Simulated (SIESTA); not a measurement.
The system is CaSe.

```
CELL_PARAMETERS angstrom
0.00000 2.95600 2.95600
2.95600 0.00000 2.95600
2.95600 2.95600 0.00000
ATOMIC_POSITIONS crystal
Se 0.50000 0.50000 0.50000
Ca 0.00000 0.00000 0.00000
```

Base run:

* Program: SIESTA 5.4.2
* Functional: LDA
* Potentials or basis: PseudoDojo 0.4 standard (LDA files)
* Basis: DZP (energy shift 0.003 Ry; two zetas on semicore shells; d shell added on Ca)
* Grid cutoff: 800 Ry
* Energy shift: 0.003 Ry
* k mesh: 8 × 8 × 8
* Occupations: fermi-dirac, width 0.05 eV
* Spin: no spin polarisation

Its results: band gap on the k mesh 1.97 eV, indirect (least direct gap 2.93 eV); pressure -3.2 GPa.

Q: The run is repeated on the same cell with these changes: functional from LDA to PBEsol; potentials or basis from PseudoDojo 0.4 standard (LDA files) to PseudoDojo 0.4 standard (PBEsol files). What comes out?

A: Band gap on the k mesh 2.02 eV, indirect (least direct gap 2.98 eV); pressure -1.2 GPa.

Caveats: the basis of atomic orbitals isn't converged, which shifts pressures, moduli and gaps.
